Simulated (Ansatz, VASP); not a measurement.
# Two plane-wave programs on BaTiO3

```xyz
5
Lattice="3.9724 0.0000 0.0000 0.0000 3.8635 0.0000 0.0000 0.0000 4.1122" Properties=species:S:1:pos:R:3 pbc="T T T"
Ba    0.0000    0.0000   -0.0175
Ti    1.9862    1.9318    1.9636
O     1.9862    1.9318    0.1360
O     1.9862    0.0000    2.1481
O     0.0000    1.9318    2.1149
```

Change from the starting cell: uniaxial_y strain -2.7%.

Alike in both runs: task single point; functional PBE; k mesh 6 × 6 × 6; occupations fermi-dirac, width 0.02 eV; no spin polarisation.

|  | VASP | Ansatz |
| --- | --- | --- |
| version | VASP 6.6.1 | Ansatz 0.2.0 |
| potentials or method | VASP PAW PBE potentials, release 64 (Ba_sv, Ti_sv, O) | plane waves, PAW |
| plane-wave cutoff (eV) | 520 | 420 |
| valence electrons in the cell | 40 | 40 |

|  | VASP | Ansatz | Ansatz less VASP |
| --- | --- | --- | --- |
| gap on the k mesh at the Fermi level (eV) | 1.86 | 1.92 | +0.061 |
| pressure (GPa) | 10.2 | 8.2 | -1.93 |
| largest component of the traceless stress (GPa) | 4.01 | 3.91 | -0.104 |
| rms of the force components (eV/Å) | 0.058 | 0.039 | -0.0190 |

Atom by atom the forces differ by 0.026 eV/Å (rms over components).

Caveats: spin-orbit coupling is left out, which moves the levels of the heavy elements. A k mesh can miss the band edges.
